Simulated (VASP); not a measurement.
The system is TiO.

```
Ti O
1.0
     3.03100    0.00000    0.00000
    -1.51550    2.62492    0.00000
     0.00000    0.00000    3.23770
Ti O
1 1
Direct
  0.66667 0.33333 0.00000
  0.00000 0.00000 0.50000
```

| Quantity | Value |
| --- | --- |
| Program | VASP 6.6.1 |
| Task | relaxation of cell and atoms |
| Functional | vdW-DF2 |
| Potentials or basis | VASP PAW PBE potentials, release 64 (Ti_sv, O) |
| Cutoff | 600 eV |
| k mesh | 10 × 10 × 8 |
| Occupations | fermi-dirac, width 0.05 eV |
| Spin | no spin polarisation |

At the start: pressure -28.3 GPa; volume 12.88 Å³/atom.

**Question.** How do energy, volume and symmetry change on relaxing?

**Answer.** Over 11 steps the energy falls by 311.1 meV/atom and the volume is 10.35 Å³/atom (-19.7 %); space group P-6m2 (No. 187, to 0.05 Å).

Step by step:
| step | energy change (eV) | largest force (eV/Å) | pressure (GPa) | volume (Å³) |
| --- | --- | --- | --- | --- |
| 1 | 0.0000 | 0.0000 | -28.35 | 25.76 |
| 2 | -0.3339 | 0.0000 | 38.04 | 18.12 |
| 3 | -0.6207 | 0.0000 | -0.21 | 20.70 |
| 4 | -0.6209 | 0.0000 | 0.81 | 20.61 |
| 5 | -0.6222 | 0.0000 | 0.12 | 20.69 |
| 6 | -0.6222 | 0.0000 | 0.14 | 20.68 |
| 7 | -0.6222 | 0.0000 | 0.21 | 20.68 |
| 8 | -0.6222 | 0.0000 | 0.01 | 20.72 |
| 9 | -0.6222 | 0.0000 | -0.09 | 20.71 |
| 10 | -0.6222 | 0.0000 | -0.09 | 20.70 |
| 11 | -0.6222 | 0.0000 | 0.02 | 20.69 |

Final structure:
```
Ti O
1.0
     2.87746    0.00000    0.00000
    -1.43873    2.49196    0.00000
     0.00000    0.00000    2.88555
Ti O
1 1
Direct
  0.66667 0.33333 0.00000
  0.00000 0.00000 0.50000
```

Caveat: the volume moved by over 15 % at a fixed basis, so the end points are rough; the PAW data sets were made with another functional, which shifts forces and pressure a little; the volume moved by -20 % from the deposited cell, more than functionals usually miss.
